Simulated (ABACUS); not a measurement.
**Ga under changes of volume**

One of the cells (18.543 Å³/atom); the others are scaled copies at fixed shape and fractional positions:

```
CELL_PARAMETERS angstrom
1.38300 -4.02650 0.00000
1.38300 4.02650 0.00000
-0.11745 0.00000 3.32993
ATOMIC_POSITIONS crystal
Ga 0.13100 0.86900 0.75000
Ga 0.86900 0.13100 0.25000
```

This isn't the form of Ga at room conditions, which is orthorhombic.

| Item | Value |
| --- | --- |
| Program | ABACUS 3.10.1 |
| Functional | PBE |
| Potentials or basis | PseudoDojo NC SR 0.4.1 PBE standard |
| Cutoff | 1102 eV |
| Density cutoff | 4408 eV |
| Basis | plane waves |
| k mesh | 10 × 10 × 8 |
| Occupations | fermi-dirac, width 0.05 eV |
| Spin | no spin polarisation |

| volume (Å³/atom) | energy over the lowest point (meV/atom) | pressure (GPa) | largest force (eV/Å) |
| --- | --- | --- | --- |
| 17.431 | 28.50 | 6.0 | 0.229 |
| 17.801 | ? | ? | ? |
| 18.172 | 8.14 | 3.0 | 0.213 |
| 18.543 | 2.81 | 1.7 | 0.204 |
| 18.914 | 0.20 | 0.6 | 0.195 |
| 19.285 | 0.00 | -0.4 | 0.186 |
| 19.656 | 1.88 | -1.2 | 0.175 |

Task: What does the run at 17.801 Å³/atom give?

Result: Energy over the lowest point 16.56 meV/atom; pressure 4.4 GPa; largest force 0.221 eV/Å.

Worked out: A Birch-Murnaghan fit of order 3 (a polynomial in V^(-2/3)) to the other rows has its minimum at 19.13 Å³/atom with B0 = V·E''(V) = 49 GPa and B' = 5.7 at fixed shape and positions, which overstates the stiffness. It gives 16.57 meV/atom at 17.801 Å³/atom, against the run's 16.56, and -dE/dV = 4.4 GPa, against 4.4.

Energies are extrapolated to zero smearing.
